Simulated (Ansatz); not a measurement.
CdS in the 4H polytype structure: a relaxation of cell and atoms in Ansatz 0.2.0 (PBEsol). It starts from the PBE minimum.

```yaml
crystal:
  lattice:
    - [4.1935380944, 0.0, 0.0]
    - [-2.0967690472, 3.6317105215, 0.0]
    - [0.0, 0.0, 13.6707101065]
  atoms:
    - { symbol: Cd, position: [0.0, 0.0, -0.0002848376] }
    - { symbol: Cd, position: [0.3333333333, 0.6666666667, 0.249923096] }
    - { symbol: Cd, position: [0.0, 0.0, 0.4997151624] }
    - { symbol: Cd, position: [0.6666666667, 0.3333333333, 0.749923096] }
    - { symbol: S, position: [0.0, 0.0, 0.1875909589] }
    - { symbol: S, position: [0.3333333333, 0.6666666667, 0.4377707828] }
    - { symbol: S, position: [0.0, 0.0, 0.6875909589] }
    - { symbol: S, position: [0.6666666667, 0.3333333333, 0.9377707828] }
kpoints:
  mp_grid: { grid: [6, 6, 2] }
hamiltonian:
  xc: pbesol
scf:
  occupations: { method: fermi_dirac, width: 0.02 }
relax:
  f_tol: 0.005
  cell: {}
```

In the abridged output below, numbers in square brackets stand for lines, or ends of lines, that were taken out.
```
Pseudopotential: Cd, paw, valence charge 20, recommended cutoff 420 eV (normal)
Pseudopotential: S, paw, valence charge 6, recommended cutoff 420 eV (normal)
Functional definition: PBEsol
Crystal: 8 atoms, lattice volume = 208.201 Å³
Basis set: ecut = 420 eV, 3987 PW (Γ)
Bands: 63, of which v1, the nominal top of the filled ones, is band 52 counted from 1 (51 counted from 0)
Symmetry: 12 space group operations
Space group: P63mc (ITA 186)
k-points: 14 of 72
preconditioner: auto → Resta (q_TF=auto, 2.430 Å⁻¹)  ε∞=4.8  [insulator: Δε(μ)=0.867 eV  σ=0.020 eV  ℏωp=21.8 eV]
relax step 1: F+E_penalty+E_count = -36280.79546940 eV  max|allowed force component| = 2.833e-3 eV/Å  Δτ_max = 0.0000 Å  P = -2.839 GPa  Ω = 208.201 Å³
--- Relaxed structure (3 steps of the walk, 3 accepted, 1 SCFs on fresh bases) ---
[1]
```

Problem. Fill in the blanks. They hold the relaxed structure.

Solution.
```
[1]
  F+E_penalty+E_count = -36280.89395498 eV   max|allowed force component| = 7.864e-4 eV/Å
  cell:  # Å, volume = 197.7554 Å³
    - [4.122509, 0.000000, 0.000000]
    - [-2.061254, 3.570197, 0.000000]
    - [0.000000, 0.000000, 13.436144]
  atoms:
    - { symbol: Cd, position: [0.000000, 0.000000, -0.000292] }
    - { symbol: Cd, position: [0.333333, 0.666667, 0.249893] }
    - { symbol: Cd, position: [0.000000, 0.000000, 0.499708] }
    - { symbol: Cd, position: [0.666667, 0.333333, 0.749893] }
    - { symbol: S, position: [0.000000, 0.000000, 0.187602] }
    - { symbol: S, position: [0.333333, 0.666667, 0.437797] }
    - { symbol: S, position: [0.000000, 0.000000, 0.687602] }
    - { symbol: S, position: [0.666667, 0.333333, 0.937797] }
```
The trailing digits, and the zero of the energies, depend on the potentials and thresholds.

Run as `ansatz run input.yaml --threads 4 --pin off --max-ram 7372MiB --backend cpu --events-out ev --progress --plain --runs-dir out`. Wall time 17 s on 4 threads of AMD EPYC 7R43 64-Core Processor (Zen 3), on a shared host, load about 0.8 per core; peak host memory 0.64 GiB.

No spin polarisation and no zero-point or thermal motion; the cell was built from a prototype and may be hypothetical.
